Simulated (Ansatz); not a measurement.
# ZrN: pressure against volume, fitted

```
CELL_PARAMETERS angstrom
0.00000 2.28423 2.28423
2.28423 0.00000 2.28423
2.28423 2.28423 0.00000
ATOMIC_POSITIONS crystal
Zr 0.00000 0.00000 0.00000
N 0.50000 0.50000 0.50000
```

Atom numbers follow the list: Zr1, N2.

The geometry is COD entry 4303945, unchecked; take it as a test cell.

Spin polarisation is left out, and whether a magnetic state lies lower isn't shown here.

These are results of DFT, PBEsol, all-electron LAPW, scalar-relativistic (Ansatz 0.2.0), not measurements.

Sampling and basis: a Γ-centred 9×9×9 k mesh, Fermi–Dirac smearing of 0.01 eV, basis error target 0.25 meV/atom, no spin polarisation.

The cell is scaled evenly. Fractional coordinates are held (clamped ions).

```
V (Å³/atom)  P (GPa)
     11.203    15.39
     11.442     8.67
     11.561     5.58
     11.680     2.64
     11.799    -0.14
     11.918    -2.78
     12.038    -5.28
     12.157    -7.65
     12.276    -9.89
     12.395   -12.02
     12.634   -15.95
```

Fit a third-order Birch–Murnaghan curve to the pressures.

P = (3B0/2)(y^(7/2) − y^(5/2))[1 + (3/4)(B0′ − 4)(y − 1)] with y = (V0/V)^(2/3) fits within 0.01 GPa for V0 = 11.793 Å³/atom, B0 = 268.6 GPa and B0′ = 4.31.

Predict the pressure at the withheld volume, 11.209 Å³/atom.

There y = 1.0344, so the fit gives 15.21 GPa; the run gave 15.21 GPa.
